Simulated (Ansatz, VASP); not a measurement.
Two plane-wave programs on Se

Contents of INCAR:

```
SYSTEM = Se
AGGAC    = 1.0          
AGGAX    = 1.0          
ALDAC    = 0.0          
ALDAX    = 1.0          
ALGO     = Normal         ! electronic algorithm
EDIFF    = 1E-6           ! SCF threshold, eV
ENCUT    = 520            ! plane-wave cutoff, eV
GGA      = B5             ! functional
ISIF     = 2              ! what is computed and relaxed
ISMEAR   = -1             ! smearing method
LASPH    = .True.         ! aspherical terms in the spheres
LCHARG   = .False.        ! write CHGCAR
LREAL    = .False.        ! projectors in reciprocal space
LWAVE    = .False.        ! write WAVECAR
NBANDS   = 13             ! bands
NELM     = 100            ! most SCF steps
PREC     = Accurate       ! precision mode
SIGMA    = 0.1            ! smearing width, eV
```

Contents of KPOINTS:

```
k-points
0
Gamma
  10 10 10
  0 0 0
```

File POSCAR:

```
Se
1.0
    0.0000000000      3.3308303455      3.3308303455
    3.3308303455      0.0000000000      3.3308303455
    3.3308303455      3.3308303455      0.0000000000
Se
2
Direct
    0.1250000000      0.1250000000      0.1250000000
    0.8750000000      0.8750000000      0.8750000000
```

Input for Ansatz:

```yaml
crystal:
  lattice:
    - [0.0, 3.3308303455, 3.3308303455]
    - [3.3308303455, 0.0, 3.3308303455]
    - [3.3308303455, 3.3308303455, 0.0]
  atoms:
    - { symbol: Se, position: [0.125, 0.125, 0.125] }
    - { symbol: Se, position: [0.875, 0.875, 0.875] }
hamiltonian:
  xc: blyp
  pseudopotentials:
    kind: paw
    azcp:
      Se: "pseudopotentials/Se.paw.azcp"
basis:
  ecutwfc: 420
  fft_grid_basis: typed
kpoints:
  mp_grid: { grid: [10, 10, 10], shift: [0, 0, 0] }
magnetization:
  spin_polarized: false
scf:
  occupations: { method: fermi_dirac, width: 0.1 }
  lower_state_search: "off"
output:
  stress: true
  write_density: true
  write_potential: true
  elf: true
  volumetric_format: npy
```

Alike in both runs: task single point; functional BLYP; k mesh 10 × 10 × 10; occupations fermi-dirac, width 0.1 eV; no spin polarisation.

|  | VASP | Ansatz |
| --- | --- | --- |
| version | VASP 6.6.1 | Ansatz 0.2.0 |
| potentials or method | VASP PAW PBE potentials, release 64 (Se) | plane waves (420 eV) with PAW, scalar-relativistic |
| plane-wave cutoff (eV) | 520 | 420 |
| valence electrons in the cell | 12 | 32 |

Ansatz gave:

| Property | Result |
| --- | --- |
| pressure (GPa) | -2.2 |

**Question.** What did VASP give for the same quantities?

**Answer.** Pressure (GPa): -2.1.

The two sets of potentials don't hold the same shells in valence.

Caveats: the PAW data sets were made with another functional, which shifts forces and pressure a little (VASP).
